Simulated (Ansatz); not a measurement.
# BeSe (F-43m): a single-point run

Wanted: a converged single-point run for BeSe (F-43m), and a check of what comes out. The structure is shown as the input types it.

Program: Ansatz 0.2.0. Level of theory: DFT PBE, scalar-relativistic, plane waves, PAW. These are calculated values, not measurements.

## 1. The starting structure

The structure is cubic, space group F-43m (No. 216). Conventional cell: a = 5.070 Å, b = 5.070 Å, c = 5.070 Å, α = 90.00°, β = 90.00°, γ = 90.00°. Be (site symmetry -43m) has 4 Se at 2.20 Å in its first shell of neighbours. Se (site symmetry -43m) has 4 Be at 2.20 Å in its first shell of neighbours.

Coordinates:

```xyz
2
Lattice="0.0000 2.5350 2.5350 2.5350 0.0000 2.5350 2.5350 2.5350 0.0000" Properties=species:S:1:pos:R:3 pbc="T T T"
Be    0.0000    0.0000    0.0000
Se    3.8025    3.8025    3.8025
```

## 2. Running it

Contents of input.yaml:

```yaml
crystal:
  lattice:
    - [0.0, 2.535001018, 2.535001018]
    - [2.535001018, 0.0, 2.535001018]
    - [2.535001018, 2.535001018, 0.0]
  atoms:
    - { symbol: Be, position: [0.0, 0.0, 0.0] }
    - { symbol: Se, position: [0.75, 0.75, 0.75] }
basis:
  ecutwfc: 420
  ecutrho_ratio: 4
kpoints:
  mp_grid: { grid: [8, 8, 8] }
hamiltonian:
  xc: pbe
scf:
  occupations: { method: gaussian, width: 0.05 }
  mixing: { algorithm: anderson, beta: 0.001, ndim: 1 }
  max_iter: 60
output:
  forces: true
  stress: true
```

On the command line:

```console
$ ansatz run input.yaml --threads 4 --pin off --max-ram 8192MiB --backend cpu --events-out ev --progress --plain --runs-dir out
```

**Question.** How will this run end, and is anything wrong with its input?

The run converged and reported no error. That alone doesn't make the input a sound one.

The suspect setting: scf.mixing.algorithm is anderson; scf.mixing.beta is 0.001; scf.mixing.ndim is 1. What could go wrong: mixing too weak. The residual crept for many cycles and then fell at once, which so weak a step can't do by itself: the program changed its mixing. Several mixing settings were changed at once, so this run can't tell how much each is to blame.

To check: delete scf.mixing.algorithm, scf.mixing.beta and scf.mixing.ndim (the default then holds).
